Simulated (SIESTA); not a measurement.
# Pd in SIESTA: the effect of functional

The system is Pd.

```
CELL_PARAMETERS angstrom
0.00000 1.94650 1.94650
1.94650 0.00000 1.94650
1.94650 1.94650 0.00000
ATOMIC_POSITIONS crystal
Pd 0.00000 0.00000 0.00000
```

Alike in all runs:

| Property | Result |
| --- | --- |
| Program | SIESTA 5.4.2 |
| Task | single point |
| Basis | DZP (energy shift 0.003 Ry; two zetas on semicore shells) |
| Grid cutoff | 800 Ry |
| Energy shift | 0.003 Ry |
| k mesh | 12 × 12 × 12 |
| Occupations | fermi-dirac, width 0.05 eV |
| Spin | no spin polarisation |

**Question.** One run gave: pressure 7.5 GPa. Which functional did it use?
A. revPBE
B. RPBE
C. PW91
D. LDA
E. BLYP

**Answer.** C.

```tsv
functional	potentials or basis	pressure (GPa)
LDA	PseudoDojo 0.4 standard (LDA files)	-7.7
PBEsol	PseudoDojo 0.4 standard (PBEsol files)	-2.4
AM05	PseudoDojo 0.4 standard (PBEsol files)	-6.9
WC	PseudoDojo 0.4 standard (PBEsol files)	-0.8
PW91	PseudoDojo 0.4 standard (PBE files)	7.5
revPBE	PseudoDojo 0.4 standard (PBE files)	10.9
RPBE	PseudoDojo 0.4 standard (PBE files)	12.2
BLYP	PseudoDojo 0.4 standard (PBE files)	18.9
```

Caveats: the basis of atomic orbitals isn't converged, which shifts pressures, moduli and gaps; the potentials were made for another functional, which shifts forces and pressure (some runs).

Runs at the PBE level aren't shown here.
